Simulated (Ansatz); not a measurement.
Be:

```
Be
1.0
     2.28530    0.00000    0.00000
    -1.14265    1.97913    0.00000
     0.00000    0.00000    3.58420
Be
2
Cartesian
  1.1427 0.6597 2.6882
  0.0000 1.3194 0.8961
```

Base run:

- Program: Ansatz 0.2.0
- Functional: PBE
- Potentials or basis: all-electron LAPW, scalar-relativistic
- Cutoff: 140 eV
- Density cutoff: 560 eV
- Basis error allowed: 0.001 eV/atom
- k mesh: 13 × 13 × 8
- Occupations: gaussian, width 0.1 eV
- Spin: no spin polarisation

Its results: band gap on the k mesh none (metal or under the smearing width); pressure -2.8 GPa.

Q: The run is repeated on the same cell with these changes: functional from PBE to LDA; dispersion from none to D4. What comes out?

A: Band gap on the k mesh none (metal or under the smearing width); pressure -10.4 GPa.

Several settings changed at once, so the effect can't be laid on one alone.

Caveats: pairwise dispersion overbinds metals, which lowers pressure and volume (some runs).

Not every run made on this cell is shown here.
